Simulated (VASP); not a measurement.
The system is TiCo.

```
Ti Co
1.0
     2.98611    0.00000    0.00000
     0.00000    2.98611    0.00000
     0.00000    0.00000    2.98611
Ti Co
1 1
Direct
  0.00000 0.00000 0.00000
  0.50000 0.50000 0.50000
```

The cell comes from a database or a generator and needn't be the stable form of this composition.

Base run:

- Program: VASP 6.6.1
- Functional: PBE
- Potentials or basis: VASP PAW PBE potentials, release 64 (Ti_sv, Co)
- Cutoff: 520 eV
- k mesh: 6 × 6 × 6
- Occupations: gaussian, width 0.1 eV
- Spin: collinear spin, typed start
- Starting moments: [-1.0, 3.0] μB

Its results: band gap on the k mesh none (metal or under the smearing width); pressure -2.2 GPa; net moment 0.37 μB per cell; site moments Ti -0.09; Co +0.51 μB.

Task: The run is repeated on the same cell with these changes: occupations from gaussian, width 0.1 eV to tetrahedron; moments at the start from [-1.0, 3.0] to [0.0, 0.6]. What comes out?

Result: Band gap on the k mesh none (metal or under the smearing width); pressure 0.1 GPa; net moment 0.92 μB per cell; site moments Ti -0.04; Co +1.01 μB.

Not every run made on this cell is shown here.
